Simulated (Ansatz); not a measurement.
# Carrier doping in AlSb

The parent structure is AlSb in the zinc blende structure (space group F-43m, No. 216; a = 6.177 Å).

Carriers are added at fixed cell with a uniform background; the Fermi–Dirac width is that of 300 K.

Calculations: r2SCAN (Ansatz, a quantum-chemistry and plane-wave program, PAW, no SOC), earlier PAW set.

Candidates:
(a) electrons 3.0×10^21 cm⁻³
(b) holes 7.0×10^20 cm⁻³
(c) electrons 5.0×10^21 cm⁻³
(d) electrons 7.0×10^20 cm⁻³
(e) holes 5.0×10^21 cm⁻³

For the base:

Gap between the host's bands: 1.50 eV

Order them by gap between the host's bands, lowest first.

(c) electrons 5.0×10^21 cm⁻³ (1.43 eV), (a) electrons 3.0×10^21 cm⁻³ (1.46 eV), (d) electrons 7.0×10^20 cm⁻³ (1.49 eV), (b) holes 7.0×10^20 cm⁻³ (1.53 eV), (e) holes 5.0×10^21 cm⁻³ (1.65 eV)

Charged cell with a jellium background: band edges are those of the host's band count, energies are not comparable with the neutral cell, and many-body gap narrowing is missing. With Sb present, leaving out spin-orbit coupling can change the band edges. Stability against distortions was not tested.
